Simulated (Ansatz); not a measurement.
# CuO: the cost of one run

Computed with Ansatz 0.2.0 (DFT PBE+U (U_eff = 2 eV on Cu d), plane waves, PAW, unless a step's input says otherwise).

### 1 The structure to begin with

Symmetry: P6_3/mmc, No. 194, hexagonal system. Conventional cell: a = 3.180 Å, b = 3.180 Å, c = 4.431 Å, α = 90.00°, β = 90.00°, γ = 120.00°. Around Cu (site symmetry -3m) lie 6 O at 2.14 Å and 2 Cu at 2.22 Å. O (site symmetry -6m2) is surrounded by 6 Cu at 2.14 Å.

As a file:

```
CELL_PARAMETERS angstrom
3.17953 0.00000 0.00000
-1.58977 2.75356 0.00000
0.00000 0.00000 4.43149
ATOMIC_POSITIONS crystal
Cu 0.00000 0.00000 0.00000
Cu 0.00000 0.00000 0.50000
O 0.33333 0.66667 0.25000
O 0.66667 0.33333 0.75000
```

Magnetic order typed: opposed in the cell.

An earlier series on this cell reached its lowest free state from «from atoms, default search», perhaps among other starts.

### 2 Random orbitals: single harmonics, second filling

The input, input.yaml:

```yaml
crystal:
  lattice:
    - [3.1795331, 0.0, 0.0]
    - [-1.58976655, 2.75355644, 0.0]
    - [0.0, 0.0, 4.43149073]
  atoms:
    - { symbol: Cu, position: [0.0, 0.0, 0.0], spin: 1.0 }
    - { symbol: Cu, position: [0.0, 0.0, 0.5], spin: -1.0 }
    - { symbol: O, position: [0.3333333333, 0.6666666667, 0.25] }
    - { symbol: O, position: [0.6666666667, 0.3333333333, 0.75] }
basis:
  ecutwfc: 420
  ecutrho_ratio: 4
kpoints:
  mp_grid: { grid: [7, 7, 4] }
hamiltonian:
  xc: pbe
  hubbard:
    sites:
      - { site: 0, l: d, u_eff: 2.0, starting_ns: [{ spin: up, occupation_matrix: s0up }, { spin: down, occupation_matrix: s0down }] }
      - { site: 1, l: d, u_eff: 2.0, starting_ns: [{ spin: up, occupation_matrix: s1up }, { spin: down, occupation_matrix: s1down }] }
    occupation_matrices:
      s0up:
        matrix:
          - [0.97, 0.0, 0.0, 0.0, 0.0]
          - [0.0, 0.97, 0.0, 0.0, 0.0]
          - [0.0, 0.0, 0.97, 0.0, 0.0]
          - [0.0, 0.0, 0.0, 0.97, 0.0]
          - [0.0, 0.0, 0.0, 0.0, 0.97]
      s0down:
        matrix:
          - [0.97, 0.0, 0.0, 0.0, 0.0]
          - [0.0, 0.97, 0.0, 0.0, 0.0]
          - [0.0, 0.0, 0.97, 0.0, 0.0]
          - [0.0, 0.0, 0.0, 0.97, 0.0]
          - [0.0, 0.0, 0.0, 0.0, 0.02]
      s1up:
        matrix:
          - [0.97, 0.0, 0.0, 0.0, 0.0]
          - [0.0, 0.97, 0.0, 0.0, 0.0]
          - [0.0, 0.0, 0.97, 0.0, 0.0]
          - [0.0, 0.0, 0.0, 0.97, 0.0]
          - [0.0, 0.0, 0.0, 0.0, 0.02]
      s1down:
        matrix:
          - [0.97, 0.0, 0.0, 0.0, 0.0]
          - [0.0, 0.97, 0.0, 0.0, 0.0]
          - [0.0, 0.0, 0.97, 0.0, 0.0]
          - [0.0, 0.0, 0.0, 0.97, 0.0]
          - [0.0, 0.0, 0.0, 0.0, 0.97]
    ns_hold: { iters: 12 }
scf:
  occupations: { method: gaussian, width: 0.05 }
  lower_state_search: "off"
  max_iter: 150
output:
  forces: true
  stress: true
  eigenvalues: true
  populations: true
  hubbard: { sites: [{ site: 0, l: d }, { site: 1, l: d }] }
magnetization:
  spin_polarized: true
```

The typed matrices put 0.97 on the chosen orbitals and 0.02 on the others, and are held for 12 cycles.

Launch:

```bash
> ansatz run input.yaml --threads 2 --pin off --max-ram 3072MiB --backend cpu --events-out ev --progress --plain --runs-dir out
```

What time and memory should one allow on 2 threads of Arm Neoverse V1, shared host?

About 18 s, with a peak of 0.45 GiB.
